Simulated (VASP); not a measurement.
# BaS (Fm-3m) in VASP: a series of runs, part 2 of 3

VASP 6.6.1.

## 3. G0W0 quasiparticle levels, PBE

POSCAR reads:

```
BaS
1.0
    0.0000000000      3.1937500000      3.1937500000
    3.1937500000      0.0000000000      3.1937500000
    3.1937500000      3.1937500000      0.0000000000
Ba S
1 1
Direct
    0.0000000000      0.0000000000      0.0000000000
    0.5000000000      0.5000000000      0.5000000000
```

INCAR.step1 reads:

```
SYSTEM = BaS
  PREC = Accurate
  ENCUT = 500
  EDIFF = 1E-8
  ISMEAR = 0
  SIGMA = 0.01
  LREAL = .False.
  LASPH = .True.
  NELM = 80
  ALGO = Fast
  LWAVE = .True.
  LCHARG = .False.
  GGA = PE
```

INCAR.step2 reads:

```
SYSTEM = BaS
  PREC = Accurate
  ENCUT = 500
  EDIFF = 1E-8
  ISMEAR = 0
  SIGMA = 0.01
  LREAL = .False.
  LASPH = .True.
  NELM = 1
  ALGO = Exact
  LWAVE = .True.
  LCHARG = .False.
  GGA = PE
  NBANDS = 227
  LOPTICS = .True.
  ISTART = 1
```

INCAR.step3 reads:

```
SYSTEM = BaS
  PREC = Accurate
  ENCUT = 500
  EDIFF = 1E-8
  ISMEAR = 0
  SIGMA = 0.01
  LREAL = .False.
  LASPH = .True.
  ALGO = EVGW0
  LWAVE = .False.
  LCHARG = .False.
  GGA = PE
  NELMGW = 1
  NBANDS = 227
  ENCUTGW = 100
  NOMEGA = 48
  PRECFOCK = Fast
  ISTART = 1
  NBANDSGW = 16
```

KPOINTS reads:

```
Automatic mesh
0
Gamma
  4 4 4
  0 0 0
```

Potentials or basis: VASP PAW PBE potentials, release 64 (Ba_sv_GW, S_GW).

On the command line:

```console
cat potpaw_PBE.64/Ba_sv_GW/POTCAR potpaw_PBE.64/S_GW/POTCAR > POTCAR
cp INCAR.step1 INCAR
mpirun -np 1 vasp_std > vasp.out
cp INCAR.step2 INCAR
mpirun -np 1 vasp_std > vasp.out
cp INCAR.step3 INCAR
mpirun -np 1 vasp_std > vasp.out
```

OUTCAR:

```text
SYSTEM = BaS
   PREC = Accurate
   ENCUT = 500
   EDIFF = 1E-8
   ISMEAR = 0
   LREAL = .False.
   LASPH = .True.
   GGA = PE
   NELMGW = 1
   ENCUTGW = 100
   PRECFOCK = Fast
   ISTART = 1

 ion  position               nearest neighbor table
   1  0.000  0.000  0.000-
   2  0.500  0.500  0.500-

  LATTYP: Found a face centered cubic cell.
 ALAT       =     6.3875000000

  Lattice vectors:

 A1 = (   0.0000000000,   3.1937500000,   3.1937500000)
 A2 = (   3.1937500000,   0.0000000000,   3.1937500000)
 A3 = (   3.1937500000,   3.1937500000,   0.0000000000)

Analysis of symmetry for initial positions (statically):
=====================================================================
 Subroutine PRICEL returns:
 Original cell was already a primitive cell.

 Routine SETGRP: Setting up the symmetry group for a
 face centered cubic supercell.

[... 125 lines left out ...]
   LORBIT       =      0    0 simple, 1 ext, 2 COOP (PROOUT), +10 PAW based schemes
   GGA     = PE    functional components
   LHFCALC =     T    Hartree Fock is set to
   PRECFOCK=fast      Normal, Fast or Accurate (Low or Medium for compatibility)
   ENCUT4O =  -1.0   cutoff for four orbital integrals eV
   NKREDX  =     1    reduce k-point grid by
   NKREDY  =     1    reduce k-point grid by
   NKREDZ  =     1    reduce k-point grid by
   AEXX    =    1.0000 exact exchange contribution
   HFSCREEN=    0.0000 screening length (either q_TF or 0.3 A-1)
   HFSCREENC=   0.0000 screening length for correlation (either q_TF or 0.3 A-1)
   ENCUTFOCK=  -1.0 apply spherical cutoff to Coloumb kernel
   IVDW    =     0    specifies the selected vdW correction
   LEPSILON=     F    determine dielectric tensor
   LRPA    =     F    only Hartree local field effects (RPA)
   LRPAFORCE           =     F    calculate RPA forces
   ENCUTGW             = 100.0    cutoff for response function in eV
   ENCUTGWSOFT         =  80.0    soft cutoff for Coulomb kernel in GW response function in eV
   ENCUTLF             =  -1.0    cutoff for local field effects
   NELMGW              =     1    number of iterations in solving QP/BSE equation
   NELMHF              =     1    number of iterations in the inner HF iteration
   NKREDLFX            =     1    NKREDLFY  =   1   NKREDLFZ  =   1
 non-spin polarized calculation
 Gauss-broadening in eV      SIGMA  =   0.01
  energy-cutoff  :      500.00
  volume of cell :       65.15
 maximum number of plane-waves:      1676
 NGX is ok and might be reduce to    36
  NGX = 18; NGY = 18; NGZ = 18
   NGX = 17   NGY = 17   NGZ = 17
 maximum number of plane-waves:       169
 NGX is ok and might be reduce to    18

 QP shifts <psi_nk| G(iteration)W_0 |psi_nk>: iteration 1
 for sc-GW calculations column KS-energies equals QP-energies in previous step
 and V_xc(KS)=  KS-energies - (<T + V_ion + V_H > + <T+V_H+V_ion>^1  + <V_x>^1)

 k-point   1 :       0.0000    0.0000    0.0000
  band No.  KS-energies  QP-energies   sigma(KS)   V_xc(KS)     V^pw_x(r,r')   Z            occupation Imag(sigma)

      1     -22.9265     -23.5944     -16.2272     -15.1505     -24.3956       0.6202       2.0000       1.2164
      2      -7.9871      -9.4131     -15.8112     -13.9409     -19.0290       0.7625       2.0000       0.2621
      3      -7.9871      -9.4131     -15.8112     -13.9409     -19.0290       0.7625       2.0000       0.2621
      4      -7.9871      -9.4131     -15.8112     -13.9409     -19.0290       0.7625       2.0000       0.2621
      5      -7.2687      -7.9907     -14.4030     -13.3471     -21.0277       0.6838       2.0000       1.1771
      6       3.0219       2.1648     -13.7761     -12.6321     -15.6621       0.7493       2.0000       0.1249
[... 135 lines left out ...]
      2      -8.5362      -9.7270     -15.1188     -13.4386     -19.4955       0.7087       2.0000       0.5245
      3      -8.3296      -9.7869     -15.4776     -13.5486     -18.8337       0.7555       2.0000       0.3188
      4      -8.3296      -9.7869     -15.4776     -13.5486     -18.8337       0.7555       2.0000       0.3188
      5      -6.6259      -7.4623     -15.1619     -13.9851     -20.6203       0.7108       2.0000       0.8625
      6       1.9635       1.0096     -13.0235     -11.7302     -15.1514       0.7376       2.0000       0.1553
[... 8 lines left out ...]
     15      12.0219      15.0181      -8.3222     -12.2964      -2.4714       0.7539       0.0000      -0.2616
     16      12.3864      14.3185      -9.8662     -12.4534      -4.5235       0.7468       0.0000      -0.2777
```

OUTCAR.step1:

```text
SYSTEM = BaS
   PREC = Accurate
   ENCUT = 500
   EDIFF = 1E-8
   ISMEAR = 0
   LREAL = .False.
   LASPH = .True.
[... 324 lines left out ...]
      0.00000      0.00000      0.00000         0.000000     -0.000000     -0.000000
      3.19375      3.19375      3.19375        -0.000000      0.000000      0.000000
 -----------------------------------------------------------------------------------
    total drift:                                0.000000      0.000000      0.000000

  FREE ENERGIE OF THE ION-ELECTRON SYSTEM (eV)
  ---------------------------------------------------
  free  energy   TOTEN  =       -11.6067334899 eV

  energy  without entropy=      -11.6067334899  energy(sigma->0) =      -11.60673349
```

OUTCAR.step2:

```text
SYSTEM = BaS
   PREC = Accurate
   ENCUT = 500
   EDIFF = 1E-8
[... 723 lines left out ...]
  --------------------------------------------------------------------------------------------------------------
     0.00000     5.46217     5.46217     5.46217    -0.00000    -0.00000     0.00000
     1.76660     6.43013     6.43013     6.43013    -0.00000    -0.00000     0.00000
     3.53319     7.36732     7.36732     7.36732    -0.00000    -0.00000     0.00000
     5.29979     5.35878     5.35878     5.35878    -0.00000    -0.00000     0.00000
     7.06638    -0.55509    -0.55509    -0.55509     0.00000     0.00000    -0.00000
     8.83298    -0.33257    -0.33257    -0.33257     0.00000     0.00000     0.00000
[... 92 lines left out ...]
   173.12639     0.98816     0.98816     0.98816     0.00000     0.00000    -0.00000
   174.89299     0.98840     0.98840     0.98840     0.00000     0.00000    -0.00000
```

Wall time 5.2 min (1 thread of AMD EPYC 9R45 (Zen 5), shared host); peak memory 0.68 GiB.

Results:

| Quantity | Value |
| --- | --- |
| Band gap on the k mesh, mean-field level | 2.20 eV, indirect (least direct gap 2.31 eV) |
| Quasiparticle gap | 3.37 eV |
| Least direct quasiparticle gap | 3.50 eV |

Levels at points of the mesh, in eV from the valence-band top:
```
           k point  band 5  band 6  band 7  band 8  band 9  band 10  band 11  band 12
(0.00, 0.00, 0.00)  -10.29    0.00    0.00    0.00    3.69     3.96     3.96     3.96
(0.50, 0.00, 0.00)   -9.04   -1.86   -1.01   -1.01    5.55     5.63     6.41     6.41
(0.50, 0.50, 0.00)  -10.20   -0.45   -0.11   -0.11    2.20     6.02     6.12     7.80
```

Caveat: the k mesh is coarse (spacing up to 0.43 Å⁻¹), so the values aren't converged; bands, screening cutoff and mesh are small and nothing is extrapolated, so the quasiparticle values aren't converged; spin-orbit coupling is left out, which moves the levels of the heavy elements.

## 4. Band structure, r2SCAN

INCAR reads:

```
SYSTEM = BaS
PREC     = Accurate       ! precision mode
ENCUT    = 520            ! plane-wave cutoff, eV
EDIFF    = 1E-6           ! SCF threshold, eV
ISMEAR   = -1             ! smearing method
SIGMA    = 0.05           ! smearing width, eV
LREAL    = .FALSE.        ! projectors in reciprocal space
LASPH    = .TRUE.         ! aspherical terms in the spheres
NELM     = 60             ! most SCF steps
ALGO     = Normal         ! electronic algorithm
ISIF     = 2              ! what is computed and relaxed
LWAVE    = .FALSE.        ! write WAVECAR
LCHARG   = .FALSE.        ! write CHGCAR
METAGGA  = R2SCAN         ! meta-GGA
LMIXTAU  = .TRUE.
```

KPOINTS reads:

```
regular mesh
0
G
  7 7 7
  0 0 0
```

POSCAR is that of step 3.

KPOINTS_OPT reads:

```
path GXWKGLUWLK,UX
10
line-mode
reciprocal
 0.0000000000  0.0000000000  0.0000000000  G
 0.5000000000  0.0000000000  0.5000000000  X

 0.5000000000  0.0000000000  0.5000000000  X
 0.5000000000  0.2500000000  0.7500000000  W

 0.5000000000  0.2500000000  0.7500000000  W
 0.3750000000  0.3750000000  0.7500000000  K

 0.3750000000  0.3750000000  0.7500000000  K
 0.0000000000  0.0000000000  0.0000000000  G

 0.0000000000  0.0000000000  0.0000000000  G
 0.5000000000  0.5000000000  0.5000000000  L

 0.5000000000  0.5000000000  0.5000000000  L
 0.6250000000  0.2500000000  0.6250000000  U

 0.6250000000  0.2500000000  0.6250000000  U
 0.5000000000  0.2500000000  0.7500000000  W

 0.5000000000  0.2500000000  0.7500000000  W
 0.5000000000  0.5000000000  0.5000000000  L

 0.5000000000  0.5000000000  0.5000000000  L
 0.3750000000  0.3750000000  0.7500000000  K

 0.6250000000  0.2500000000  0.6250000000  U
 0.5000000000  0.0000000000  0.5000000000  X
```

Potentials or basis: VASP PAW PBE potentials, release 64 (Ba_sv, S).

On the command line:

```console
cat potpaw_PBE.64/Ba_sv/POTCAR potpaw_PBE.64/S/POTCAR > POTCAR
mpirun -np 1 vasp_std > vasp.out
```

It took 1.9 min on 1 thread of Intel Xeon 6975P-C (Granite Rapids), shared host; peak memory 0.21 GiB.

Results (log left out):

| Quantity | Value |
| --- | --- |
| Free energy | -39.1984 eV |
| Pressure | 1.4 GPa |
| Band gap on the k mesh | 2.53 eV, indirect (least direct gap 2.67 eV) |
| Band gap along the path | 2.46 eV, indirect (least direct gap 2.60 eV) |

Levels at the corners of the path, in eV from the valence-band top:
| point | band 4 | band 5 | band 6 | band 7 | band 8 | band 9 | band 10 | band 11 | band 12 |
| --- | --- | --- | --- | --- | --- | --- | --- | --- | --- |
| Γ | -11.44 | -10.80 | 0.00 | 0.00 | 0.00 | 4.22 | 4.31 | 4.31 | 4.31 |
| X | -11.64 | -10.71 | -0.52 | -0.13 | -0.13 | 2.46 | 6.52 | 6.72 | 8.05 |
| X | -11.64 | -10.71 | -0.52 | -0.13 | -0.13 | 2.46 | 6.52 | 6.72 | 8.05 |
| W | -11.79 | -10.10 | -1.11 | -0.48 | -0.48 | 4.71 | 4.71 | 6.94 | 7.58 |
| W | -11.79 | -10.10 | -1.11 | -0.48 | -0.48 | 4.71 | 4.71 | 6.94 | 7.58 |
| K | -11.58 | -10.15 | -0.93 | -0.60 | -0.54 | 3.68 | 6.46 | 7.25 | 7.30 |
| K | -11.58 | -10.15 | -0.93 | -0.60 | -0.54 | 3.68 | 6.46 | 7.25 | 7.30 |
| Γ | -11.44 | -10.80 | 0.00 | 0.00 | 0.00 | 4.22 | 4.31 | 4.31 | 4.31 |
| Γ | -11.44 | -10.80 | 0.00 | 0.00 | 0.00 | 4.22 | 4.31 | 4.31 | 4.31 |
| L | -11.48 | -9.45 | -1.92 | -1.08 | -1.08 | 6.04 | 6.14 | 6.86 | 6.86 |
| L | -11.48 | -9.45 | -1.92 | -1.08 | -1.08 | 6.04 | 6.14 | 6.86 | 6.86 |
| U | -11.58 | -10.15 | -0.93 | -0.60 | -0.54 | 3.68 | 6.46 | 7.25 | 7.30 |
| U | -11.58 | -10.15 | -0.93 | -0.60 | -0.54 | 3.68 | 6.46 | 7.25 | 7.30 |
| W | -11.79 | -10.10 | -1.11 | -0.48 | -0.48 | 4.71 | 4.71 | 6.94 | 7.58 |
| W | -11.79 | -10.10 | -1.11 | -0.48 | -0.48 | 4.71 | 4.71 | 6.94 | 7.58 |
| L | -11.48 | -9.45 | -1.92 | -1.08 | -1.08 | 6.04 | 6.14 | 6.86 | 6.86 |
| L | -11.48 | -9.45 | -1.92 | -1.08 | -1.08 | 6.04 | 6.14 | 6.86 | 6.86 |
| K | -11.58 | -10.15 | -0.93 | -0.60 | -0.54 | 3.68 | 6.46 | 7.25 | 7.30 |
| U | -11.58 | -10.15 | -0.93 | -0.60 | -0.54 | 3.68 | 6.46 | 7.25 | 7.30 |
| X | -11.64 | -10.71 | -0.52 | -0.13 | -0.13 | 2.46 | 6.52 | 6.72 | 8.05 |

Caveat: the PAW data sets were made with another functional, which shifts forces and pressure a little; spin-orbit coupling is left out, which moves the levels of the heavy elements.

(Continued in part 3 of 3.)
